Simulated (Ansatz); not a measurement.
AlN (4H polytype) was relaxed with 4 functionals in the PAW code Ansatz, cell and atoms free, the symmetry of the start kept (meshes: PBE 12×12×4, r2SCAN 12×12×2, PBEsol 12×12×2, LDA 12×12×2). The calculation is spin-unpolarised, and the structure need not be a phase that has been made.

The r2SCAN result:
Space group P6_3mc (No. 186). a = 3.097 Å, b = 3.097 Å, c = 10.034 Å, α = 90.00°, β = 90.00°, γ = 120.00°

| atom | site | symmetry | x | y | z |
| --- | --- | --- | --- | --- | --- |
| Al | 2a | 3m. | 0.0000 | 0.0000 | 0.9987 |
| Al | 2b | 3m. | 0.3333 | 0.6667 | 0.2498 |
| N | 2a | 3m. | 0.0000 | 0.0000 | 0.1882 |
| N | 2b | 3m. | 0.3333 | 0.6667 | 0.4382 |

The symmetry is P6_3mc (No. 186, hexagonal); conventional cell a = 3.097 Å, c = 10.034 Å, 10.42 Å³ an atom. Around Al lie 4 N at 1.89–1.90 Å; around Al lie 4 N at 1.89 Å; around N lie 4 Al at 1.89–1.90 Å; around N lie 4 Al at 1.89 Å.

Question: How does the cell change with PBEsol?

Answer: a = 3.103 Å, c = 10.049 Å; the volume differs by +0.6 % from r2SCAN's. Al has 4 N at 1.89–1.90 Å; N has 4 Al at 1.90 Å (further sites aren't listed).

Question: What lattice does LDA give?

Answer: a = 3.078 Å, c = 9.968 Å; the volume differs by -1.9 % from r2SCAN's. Al is surrounded by 4 N at 1.88–1.89 Å; Al is surrounded by 4 N at 1.88 Å; N is surrounded by 4 Al at 1.88–1.89 Å (further sites aren't listed).

Question: Held at the r2SCAN cell, what mean stress do LDA and PBE find, and does its sign point to their own minimum?

Answer: Yes. LDA -3.82 GPa, and its relaxed volume is -1.9 % from r2SCAN's; PBE +4.62 GPa, and its relaxed volume is +2.3 % from r2SCAN's. Compression counts positive, so a positive stress asks for a larger cell.
